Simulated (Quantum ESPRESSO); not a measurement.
# Ta (P6_3/mmc) in Quantum ESPRESSO: notebook

The runs below take Ta through band structure, with PBEsol.

Everything below comes from runs of Quantum ESPRESSO 7.5. Logs are shortened: lines on timing, memory, paths and dates and some standing lists are left out, and cuts for length are marked.

### Step 1. The crystal as given

It takes space group P6_3/mmc (No. 194, hexagonal). The conventional cell has a = 2.900 Å, b = 2.900 Å, c = 5.166 Å, α = 90.00°, β = 90.00°, γ = 120.00°. Ta (site symmetry -6m2) is surrounded by 12 Ta at 2.90 to 3.08 Å.

This isn't the form of Ta at room conditions, which is bcc.

### Step 2. Band structure, PBEsol

Contents of pw.in:

```
&CONTROL
  calculation = 'scf'
  prefix = 'pwscf'
  outdir = './tmp'
  pseudo_dir = './pseudo'
  tprnfor = .true.
  tstress = .true.
  disk_io = 'low'
/
&SYSTEM
  ibrav = 0
  celldm(1) = 8
  nat = 2
  ntyp = 1
  ecutwfc = 58
  nbnd = 20
  input_dft = 'pbesol'
  occupations = 'smearing'
  smearing = 'fd'
  degauss = 0.00367493
/
&ELECTRONS
  conv_thr = 4d-10
  electron_maxstep = 120
  mixing_beta = 0.5
/
ATOMIC_SPECIES
Ta   180.9479 Ta.upf
CELL_PARAMETERS alat
  0.6851136095909   0.0000000000000   0.0000000000000
 -0.3425568047955   0.5933257903845   0.0000000000000
  0.0000000000000   0.0000000000000   1.2203553680969
ATOMIC_POSITIONS crystal
Ta     0.3333333333    0.6666666667    0.2500000000
Ta     0.6666666667    0.3333333333    0.7500000000
K_POINTS automatic
11 11 5 0 0 0
```

Contents of bands.in:

```
&CONTROL
  calculation = 'bands'
  prefix = 'pwscf'
  outdir = './tmp'
  pseudo_dir = './pseudo'
  disk_io = 'low'
  verbosity = 'high'
/
&SYSTEM
  ibrav = 0
  celldm(1) = 8
  nat = 2
  ntyp = 1
  ecutwfc = 58
  nbnd = 20
  input_dft = 'pbesol'
  occupations = 'smearing'
  smearing = 'fd'
  degauss = 0.00367493
/
&ELECTRONS
  conv_thr = 1d-08
  electron_maxstep = 120
  mixing_beta = 0.5
  diago_full_acc = .true.
  startingwfc = 'random'
/
ATOMIC_SPECIES
Ta   180.9479 Ta.upf
CELL_PARAMETERS alat
  0.6851136095909   0.0000000000000   0.0000000000000
 -0.3425568047955   0.5933257903845   0.0000000000000
  0.0000000000000   0.0000000000000   1.2203553680969
ATOMIC_POSITIONS crystal
Ta     0.3333333333    0.6666666667    0.2500000000
Ta     0.6666666667    0.3333333333    0.7500000000
K_POINTS crystal
60
 0.0000000000  0.0000000000  0.0000000000 1
 0.0625000000  0.0000000000  0.0000000000 1
 0.1250000000  0.0000000000  0.0000000000 1
 0.1875000000  0.0000000000  0.0000000000 1
 0.2500000000  0.0000000000  0.0000000000 1
 0.3125000000  0.0000000000  0.0000000000 1
 0.3750000000  0.0000000000  0.0000000000 1
 0.4375000000  0.0000000000  0.0000000000 1
 0.5000000000  0.0000000000  0.0000000000 1
 0.4583333333  0.0833333333  0.0000000000 1
 0.4166666667  0.1666666667  0.0000000000 1
 0.3750000000  0.2500000000  0.0000000000 1
 0.3333333333  0.3333333333  0.0000000000 1
 0.2962962963  0.2962962963  0.0000000000 1
 0.2592592593  0.2592592593  0.0000000000 1
 0.2222222222  0.2222222222  0.0000000000 1
 0.1851851852  0.1851851852  0.0000000000 1
 0.1481481481  0.1481481481  0.0000000000 1
 0.1111111111  0.1111111111  0.0000000000 1
 0.0740740741  0.0740740741  0.0000000000 1
 0.0370370370  0.0370370370  0.0000000000 1
 0.0000000000  0.0000000000  0.0000000000 1
 0.0000000000  0.0000000000  0.1250000000 1
 0.0000000000  0.0000000000  0.2500000000 1
 0.0000000000  0.0000000000  0.3750000000 1
 0.0000000000  0.0000000000  0.5000000000 1
 0.0625000000  0.0000000000  0.5000000000 1
 0.1250000000  0.0000000000  0.5000000000 1
 0.1875000000  0.0000000000  0.5000000000 1
 0.2500000000  0.0000000000  0.5000000000 1
 0.3125000000  0.0000000000  0.5000000000 1
 0.3750000000  0.0000000000  0.5000000000 1
 0.4375000000  0.0000000000  0.5000000000 1
 0.5000000000  0.0000000000  0.5000000000 1
 0.4666666667  0.0666666667  0.5000000000 1
 0.4333333333  0.1333333333  0.5000000000 1
 0.4000000000  0.2000000000  0.5000000000 1
 0.3666666667  0.2666666667  0.5000000000 1
 0.3333333333  0.3333333333  0.5000000000 1
 0.3030303030  0.3030303030  0.5000000000 1
 0.2727272727  0.2727272727  0.5000000000 1
 0.2424242424  0.2424242424  0.5000000000 1
 0.2121212121  0.2121212121  0.5000000000 1
 0.1818181818  0.1818181818  0.5000000000 1
 0.1515151515  0.1515151515  0.5000000000 1
 0.1212121212  0.1212121212  0.5000000000 1
 0.0909090909  0.0909090909  0.5000000000 1
 0.0606060606  0.0606060606  0.5000000000 1
 0.0303030303  0.0303030303  0.5000000000 1
 0.0000000000  0.0000000000  0.5000000000 1
 0.5000000000  0.0000000000  0.5000000000 1
 0.5000000000  0.0000000000  0.3750000000 1
 0.5000000000  0.0000000000  0.2500000000 1
 0.5000000000  0.0000000000  0.1250000000 1
 0.5000000000  0.0000000000  0.0000000000 1
 0.3333333333  0.3333333333  0.0000000000 1
 0.3333333333  0.3333333333  0.1250000000 1
 0.3333333333  0.3333333333  0.2500000000 1
 0.3333333333  0.3333333333  0.3750000000 1
 0.3333333333  0.3333333333  0.5000000000 1
```

Potentials or basis: PseudoDojo 0.4.1 SR PBE standard.

Launch:

```sh
$ OMP_NUM_THREADS=1 mpirun -n 2 pw.x -nk 2 -in pw.in > pw.out
$ OMP_NUM_THREADS=1 mpirun -n 2 pw.x -nk 2 -in bands.in > bands.out
```

pw.out:

```text
This program is part of the open-source Quantum ESPRESSO suite
     for quantum simulation of materials; please cite
         "P. Giannozzi et al., J. Phys.:Condens. Matter 21 395502 (2009);
         "P. Giannozzi et al., J. Phys.:Condens. Matter 29 465901 (2017);
         "P. Giannozzi et al., J. Chem. Phys. 152 154105 (2020);
     in publications or presentations arising from this work. More details at

     IMPORTANT: XC functional enforced from input :
     Exchange-correlation= PBESOL
                           (   1   4  10   8   0   0   0)
     Any further DFT definition will be discarded
     Please, verify this is what you really want

     Message from routine setup:
     using ibrav=0 with symmetry is DISCOURAGED, use correct ibrav instead

     K-points division:     npool     =       2
     Subspace diagonalization in iterative solution of the eigenvalue problem:
     a serial algorithm will be used

     G-vector sticks info
     --------------------
     sticks:   dense  smooth     PW     G-vecs:    dense   smooth      PW
     Sum         475     475    151                15137    15137    2577

     Using Slab Decomposition

     bravais-lattice index     =            0
     lattice parameter (alat)  =       8.0000  a.u.
     unit-cell volume          =     253.9874 (a.u.)^3
     number of atoms/cell      =            2
     number of atomic types    =            1
     number of electrons       =        26.00
     number of Kohn-Sham states=           20
     kinetic-energy cutoff     =      58.0000  Ry
     charge density cutoff     =     232.0000  Ry
     scf convergence threshold =      4.0E-10
     mixing beta               =       0.5000
     number of iterations used =            8  plain     mixing
     Exchange-correlation= PBESOL
                           (   1   4  10   8   0   0   0)

     celldm(1)=   8.000000  celldm(2)=   0.000000  celldm(3)=   0.000000
     celldm(4)=   0.000000  celldm(5)=   0.000000  celldm(6)=   0.000000

     crystal axes: (cart. coord. in units of alat)
               a(1) = (   0.685114   0.000000   0.000000 )
               a(2) = (  -0.342557   0.593326   0.000000 )
               a(3) = (   0.000000   0.000000   1.220355 )

     reciprocal axes: (cart. coord. in units 2 pi/alat)
               b(1) = (  1.459612  0.842707 -0.000000 )
               b(2) = (  0.000000  1.685415  0.000000 )
               b(3) = (  0.000000 -0.000000  0.819433 )

     PseudoPot. # 1 for Ta read from file:
     Ta.upf
     Pseudo is Norm-conserving + core correction, Zval = 13.0
     Generated using ONCVPSP code by D. R. Hamann
     Using radial grid of 1450 points,  8 beta functions with:
                l(1) =   0
                l(2) =   0
                l(3) =   1
                l(4) =   1
                l(5) =   2
                l(6) =   2
                l(7) =   3
                l(8) =   3

     atomic species   valence    mass     pseudopotential
     Ta               13.00   180.94790     Ta( 1.00)

     24 Sym. Ops., with inversion, found (12 have fractional translation)

   Cartesian axes

     site n.     atom                  positions (alat units)
         1        Ta     tau(   1) = (  -0.0000000   0.3955505   0.3050888  )
         2        Ta     tau(   2) = (   0.3425568   0.1977753   0.9152665  )

     number of k points=    48  Fermi-Dirac smearing, width (Ry)=  0.0037
                       cart. coord. in units 2pi/alat
        k(    1) = (   0.0000000   0.0000000   0.0000000), wk =   0.0033058
        k(    2) = (   0.0000000   0.0000000   0.1638867), wk =   0.0066116
        k(    3) = (   0.0000000   0.0000000   0.3277734), wk =   0.0066116
        k(    4) = (   0.0000000   0.1532195   0.0000000), wk =   0.0198347
        k(    5) = (   0.0000000   0.1532195   0.1638867), wk =   0.0396694
        k(    6) = (   0.0000000   0.1532195   0.3277734), wk =   0.0396694
[... 40 lines left out ...]
        k(   47) = (   0.3980760   0.8427073   0.1638867), wk =   0.0396694
        k(   48) = (   0.3980760   0.8427073   0.3277734), wk =   0.0396694

     Dense  grid:    15137 G-vectors     FFT dimensions: (  27,  27,  48)

     Initial potential from superposition of free atoms

     starting charge      25.9982, renormalised to      26.0000
     Starting wfcs are   20 randomized atomic wfcs

     Self-consistent Calculation

     iteration #  1     ecut=    58.00 Ry     beta= 0.50
     Davidson diagonalization with overlap
     ethr =  1.00E-02,  avg # of iterations =  3.0

     Threshold (ethr) on eigenvalues was too large:
     Diagonalizing with lowered threshold

     Davidson diagonalization with overlap
     ethr =  2.00E-04,  avg # of iterations =  2.9

     total energy              =    -259.89246442 Ry
     estimated scf accuracy    <       0.05895145 Ry

     iteration #  2     ecut=    58.00 Ry     beta= 0.50
     Davidson diagonalization with overlap
     ethr =  2.27E-04,  avg # of iterations =  2.0

     total energy              =    -259.89613667 Ry
     estimated scf accuracy    <       0.00481989 Ry

     iteration #  3     ecut=    58.00 Ry     beta= 0.50
     Davidson diagonalization with overlap
     ethr =  1.85E-05,  avg # of iterations =  2.7

     total energy              =    -259.89676974 Ry
     estimated scf accuracy    <       0.00024897 Ry

     iteration #  4     ecut=    58.00 Ry     beta= 0.50
     Davidson diagonalization with overlap
     ethr =  9.58E-07,  avg # of iterations =  2.9

     total energy              =    -259.89678839 Ry
     estimated scf accuracy    <       0.00000738 Ry

     iteration #  5     ecut=    58.00 Ry     beta= 0.50
     Davidson diagonalization with overlap
     ethr =  2.84E-08,  avg # of iterations =  2.5

     total energy              =    -259.89679054 Ry
     estimated scf accuracy    <       0.00000113 Ry

     iteration #  6     ecut=    58.00 Ry     beta= 0.50
     Davidson diagonalization with overlap
     ethr =  4.33E-09,  avg # of iterations =  2.0

     total energy              =    -259.89679080 Ry
     estimated scf accuracy    <       0.00000006 Ry

     iteration #  7     ecut=    58.00 Ry     beta= 0.50
     Davidson diagonalization with overlap
     ethr =  2.36E-10,  avg # of iterations =  2.0

     total energy              =    -259.89679080 Ry
     estimated scf accuracy    <          4.4E-10 Ry

     iteration #  8     ecut=    58.00 Ry     beta= 0.50
     Davidson diagonalization with overlap
     ethr =  1.71E-12,  avg # of iterations =  3.2

     End of self-consistent calculation

          k = 0.0000 0.0000 0.0000 (  1919 PWs)   bands (ev):

   -49.5871 -49.5276 -16.5657 -15.7418 -15.6252 -15.6252 -15.5423 -15.5423
     9.6749  12.9436  17.2824  17.7543  18.4388  18.4388  19.0016  19.0016
    20.8070  20.8070  22.9715  22.9715

          k = 0.0000 0.0000 0.1639 (  1908 PWs)   bands (ev):

   -49.5814 -49.5333 -16.4911 -15.8249 -15.6173 -15.6173 -15.5503 -15.5503
    10.0175  12.7561  17.1126  17.2616  18.4009  18.4009  18.8663  18.8663
    21.1328  21.1328  22.9137  22.9137

          k = 0.0000 0.0000 0.3278 (  1920 PWs)   bands (ev):

   -49.5666 -49.5482 -16.2920 -16.0378 -15.5967 -15.5967 -15.5710 -15.5710
    10.9323  12.0385  16.7089  16.7773  18.4178  18.4178  18.5996  18.5996
    21.8675  21.8675  22.5688  22.5688

          k = 0.0000 0.1532 0.0000 (  1927 PWs)   bands (ev):

   -49.5793 -49.5219 -16.5392 -15.7448 -15.7108 -15.6484 -15.6295 -15.5581
     9.9890  13.2820  17.3096  17.3695  18.2578  18.7041  18.7408  19.2971
    20.3173  20.5441  23.0968  23.6155

          k = 0.0000 0.1532 0.1639 (  1912 PWs)   bands (ev):

   -49.5738 -49.5274 -16.4687 -15.8321 -15.7011 -15.6398 -15.6299 -15.5668
    10.3248  13.0912  16.9264  17.1888  18.0891  18.6549  18.6849  19.1464
    20.7679  20.9190  22.9856  23.2742

          k = 0.0000 0.1532 0.3278 (  1903 PWs)   bands (ev):

   -49.5595 -49.5418 -16.2805 -16.0390 -15.6766 -15.6479 -15.6173 -15.5894
    11.2290  12.3473  16.5503  16.7901  18.0915  18.3712  18.6861  18.8683
    21.6991  21.7296  22.5279  22.6188

          k = 0.0000 0.3064 0.0000 (  1909 PWs)   bands (ev):

   -49.5580 -49.5069 -16.4647 -15.9378 -15.8561 -15.7561 -15.7089 -15.6014
    10.8547  14.1303  16.5226  17.0030  17.8330  18.7276  19.3981  19.6218
    19.9816  20.1538  23.2903  24.9170

          k = 0.0000 0.3064 0.1639 (  1901 PWs)   bands (ev):

   -49.5532 -49.5118 -16.4091 -15.9335 -15.9038 -15.7731 -15.6987 -15.6118
    11.1605  13.9322  16.2112  17.1012  17.5683  18.3264  19.4284  19.8968
    20.1946  20.6103  23.0739  23.9599
[... 211 lines left out ...]
          k = 0.3981 0.6895 0.1639 (  1886 PWs)   bands (ev):

   -49.4721 -49.4607 -16.4690 -16.4323 -16.1604 -16.0977 -15.9984 -15.8754
    14.9074  14.9971  15.9073  16.3514  17.3583  17.4290  18.6146  21.1776
    21.4259  23.2330  25.9319  25.9994

          k = 0.3981 0.6895 0.3278 (  1893 PWs)   bands (ev):

   -49.4686 -49.4643 -16.4820 -16.4760 -16.1638 -16.1324 -15.9099 -15.8635
    14.8137  14.8144  16.1452  16.6354  16.9546  17.4206  18.9165  19.8116
    22.4577  23.6276  26.0704  26.0839

          k = 0.3981 0.8427 0.0000 (  1900 PWs)   bands (ev):

   -49.4650 -49.4589 -16.4566 -16.3512 -16.2454 -16.1267 -16.0277 -15.9452
    14.9504  15.5677  15.8452  16.3712  17.3519  17.3656  18.8472  21.6425
    21.9452  22.2324  25.1278  25.3504

          k = 0.3981 0.8427 0.1639 (  1893 PWs)   bands (ev):

   -49.4644 -49.4595 -16.4595 -16.3860 -16.2669 -16.1542 -15.9721 -15.9103
    14.9298  15.7448  15.9078  15.9690  17.2315  17.4370  18.9454  21.1108
    22.0189  22.7422  25.2945  25.5169

          k = 0.3981 0.8427 0.3278 (  1890 PWs)   bands (ev):

   -49.4629 -49.4610 -16.4650 -16.4421 -16.2577 -16.2081 -15.8960 -15.8737
    14.9750  15.3161  16.1256  16.1289  17.1047  17.3337  19.2009  19.8707
    22.7796  23.1873  26.2261  26.3679

     the Fermi energy is    17.8662 ev

!    total energy              =    -259.89679081 Ry
     estimated scf accuracy    <          9.6E-11 Ry
     smearing contrib. (-TS)   =      -0.00137635 Ry
     internal energy E=F+TS    =    -259.89541446 Ry

     The total energy is F=E-TS. E is the sum of the following terms:
     one-electron contribution =     -37.77586566 Ry
     hartree contribution      =      30.49816500 Ry
     xc contribution           =     -58.62443024 Ry
     ewald contribution        =    -193.99328356 Ry

     convergence has been achieved in   8 iterations

     Forces acting on atoms (cartesian axes, Ry/au):

     atom    1 type  1   force =     0.00000000    0.00000000    0.00000000
     atom    2 type  1   force =     0.00000000   -0.00000000    0.00000000

     Total force =     0.000000     Total SCF correction =     0.000000

     Computing stress (Cartesian axis) and pressure

          total   stress  (Ry/bohr**3)                   (kbar)     P=      -67.50
  -0.00050122  -0.00000000   0.00000000          -73.73       -0.00        0.00
  -0.00000000  -0.00050122   0.00000000           -0.00      -73.73        0.00
  -0.00000000   0.00000000  -0.00037409           -0.00        0.00      -55.03

=------------------------------------------------------------------------------=
   JOB DONE.
=------------------------------------------------------------------------------=
```

Wall time 23 s (2 MPI ranks of Intel Xeon Platinum 8488C (Sapphire Rapids), shared host); peak memory 0.18 GiB.

Results:

```
Free energy            : -3536.0760 eV
Pressure               : -6.7 GPa
Band gap on the k mesh : none (metal or under the smearing width)
```

Levels at the corners of the path, in eV from the Fermi level:
| point | band 11 | band 12 | band 13 | band 14 | band 15 | band 16 |
| --- | --- | --- | --- | --- | --- | --- |
| Γ | -0.58 | -0.11 | 0.57 | 0.57 | 1.14 | 1.14 |
| M | -3.34 | -0.46 | -0.39 | 0.48 | 0.83 | 5.51 |
| K | -1.95 | -1.64 | -0.57 | -0.57 | 1.04 | 4.00 |
| Γ | -0.58 | -0.11 | 0.57 | 0.57 | 1.14 | 1.14 |
| A | -1.19 | -1.19 | 0.62 | 0.62 | 0.62 | 0.62 |
| L | -2.31 | -2.31 | 1.48 | 1.48 | 2.57 | 2.57 |
| H | -1.96 | -1.96 | -0.61 | -0.61 | 1.49 | 1.49 |
| A | -1.19 | -1.19 | 0.62 | 0.62 | 0.62 | 0.62 |
| L | -2.31 | -2.31 | 1.48 | 1.48 | 2.57 | 2.57 |
| M | -3.34 | -0.46 | -0.39 | 0.48 | 0.83 | 5.51 |
| K | -1.95 | -1.64 | -0.57 | -0.57 | 1.04 | 4.00 |
| H | -1.96 | -1.96 | -0.61 | -0.61 | 1.49 | 1.49 |

Caveat: the potentials were made for another functional, which shifts forces and pressure; spin-orbit coupling is left out, which moves the levels of the heavy elements.

### Step 3. Band structure, PBEsol, spin-orbit coupling, no magnetisation

pw.in: that of step 2 with these lines changed.

```diff
@@ -15,3 +15,3 @@
   ecutwfc = 58
-  nbnd = 20
+  nbnd = 40
   input_dft = 'pbesol'
@@ -20,2 +20,4 @@
   degauss = 0.00367493
+  noncolin = .true.
+  lspinorb = .true.
 /
```

bands.in: that of step 2 with these lines changed.

```diff
@@ -14,3 +14,3 @@
   ecutwfc = 58
-  nbnd = 20
+  nbnd = 40
   input_dft = 'pbesol'
@@ -19,2 +19,4 @@
   degauss = 0.00367493
+  noncolin = .true.
+  lspinorb = .true.
 /
```

Potentials or basis: PseudoDojo 0.4 FR PBE standard.

Launch:

```sh
$ OMP_NUM_THREADS=1 mpirun -n 2 pw.x -nk 2 -in pw.in > pw.out
$ OMP_NUM_THREADS=1 mpirun -n 2 pw.x -nk 2 -in bands.in > bands.out
```

Run time: 1.7 min. Hardware: 2 MPI ranks of Intel Xeon Platinum 8488C (Sapphire Rapids), shared host; peak memory 0.28 GiB.

It converged, with:

```yaml
Free_energy: -3543.1688 eV
Pressure: -6.6 GPa
Band_gap_on_the_k_mesh: none (metal or under the smearing width)
```

Stress tensor (GPa, compression positive):
```
-6.83  0.00  0.00
 0.00 -6.83  0.00
 0.00  0.00 -6.04
```

Levels at the corners of the path, in eV from the Fermi level:
```tsv
point	band 22	band 23	band 24	band 25	band 26	band 27	band 28	band 29	band 30	band 31
Γ	-0.55	-0.12	-0.12	0.37	0.37	0.88	0.88	0.90	0.90	1.47
M	-3.31	-0.46	-0.46	-0.39	-0.39	0.41	0.41	1.00	1.00	5.55
K	-1.74	-1.65	-1.65	-0.62	-0.62	-0.49	-0.49	1.13	1.13	3.93
Γ	-0.55	-0.12	-0.12	0.37	0.37	0.88	0.88	0.90	0.90	1.47
A	-1.16	-1.16	-1.16	0.44	0.44	0.44	0.44	0.91	0.91	0.91
L	-2.27	-2.27	-2.27	1.41	1.41	1.41	1.41	2.65	2.65	2.65
H	-2.07	-1.82	-1.82	-0.77	-0.77	-0.45	-0.45	1.44	1.44	1.68
A	-1.16	-1.16	-1.16	0.44	0.44	0.44	0.44	0.91	0.91	0.91
L	-2.27	-2.27	-2.27	1.41	1.41	1.41	1.41	2.65	2.65	2.65
M	-3.31	-0.46	-0.46	-0.39	-0.39	0.41	0.41	1.00	1.00	5.55
K	-1.74	-1.65	-1.65	-0.62	-0.62	-0.49	-0.49	1.13	1.13	3.93
H	-2.07	-1.82	-1.82	-0.77	-0.77	-0.45	-0.45	1.44	1.44	1.68
```

Caveat: the potentials were made for another functional, which shifts forces and pressure.
